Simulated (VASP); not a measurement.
InSe:

```xyz
4
Lattice="5.8679 -2.0550 0.0000 5.8679 2.0550 0.0000 -1.5994 0.0000 4.3237" Properties=species:S:1:pos:R:3 pbc="T T T"
In   10.3665    0.0000    0.0216
In   -0.2301    0.0000    4.3020
Se    6.7188    0.0000    2.7758
Se    3.4176    0.0000    1.5479
```

```yaml
Program: VASP 6.6.1
Task: relaxation of cell and atoms
Functional: PBE
Potentials_or_basis: VASP PAW PBE potentials, release 64 (In_d, Se)
Cutoff: 520 eV
k_mesh: 7 × 7 × 6
Occupations: gaussian, width 0.1 eV
Spin: no spin polarisation
```

At the start: pressure 3.0 GPa; volume 26.07 Å³/atom.

**Question.** Where does the relaxation end?

**Answer.** Over 42 steps the energy falls by 47.4 meV/atom and the volume is 31.01 Å³/atom (+19.0 %); space group C2/m (No. 12, to 0.05 Å).

Step by step:
```tsv
step	energy change (eV)	largest force (eV/Å)	pressure (GPa)	volume (Å³)
1	0.0000	0.7812	3.00	104.27
3	-0.1054	0.3540	-0.39	109.46
5	-0.1269	0.1441	0.39	108.84
7	-0.1453	0.0702	-0.10	111.14
9	-0.1514	0.1053	0.50	110.79
11	-0.1577	0.1351	0.29	112.04
13	-0.1616	0.3152	-0.52	117.49
15	-0.1692	0.1596	-0.03	115.71
17	-0.1743	0.0770	0.08	116.77
19	-0.1765	0.2982	-0.14	122.92
21	-0.1859	0.0597	0.22	120.83
23	-0.1884	0.0438	-0.07	122.41
25	-0.1887	0.0350	0.14	122.46
27	-0.1892	0.0138	0.02	122.77
29	-0.1893	0.0326	-0.01	123.01
31	-0.1895	0.0082	0.05	123.17
33	-0.1895	0.0072	0.05	123.19
35	-0.1896	0.0120	0.00	123.42
37	-0.1896	0.0133	-0.02	123.55
39	-0.1897	0.0259	-0.01	124.26
41	-0.1898	0.0121	0.00	124.01
42	-0.1898	0.0064	0.02	124.04
```

Final structure:
```cif
data_structure
_symmetry_space_group_name_H-M 'P 1'
_symmetry_Int_Tables_number 1
_cell_length_a 6.1428
_cell_length_b 6.1428
_cell_length_c 5.4714
_cell_angle_alpha 107.505
_cell_angle_beta 107.505
_cell_angle_gamma 39.349
_cell_volume 124.04
loop_
_atom_site_label
_atom_site_type_symbol
_atom_site_fract_x
_atom_site_fract_y
_atom_site_fract_z
_atom_site_occupancy
In1 In 0.88778 0.88778 0.05170 1
In2 In 0.11222 0.11222 0.94830 1
Se1 Se 0.66465 0.66465 0.68437 1
Se2 Se 0.33535 0.33535 0.31563 1
```

Caveat: the volume moved by over 15 % at a fixed basis, so the end points are rough; the volume moved by +19 % from the deposited cell, more than functionals usually miss.
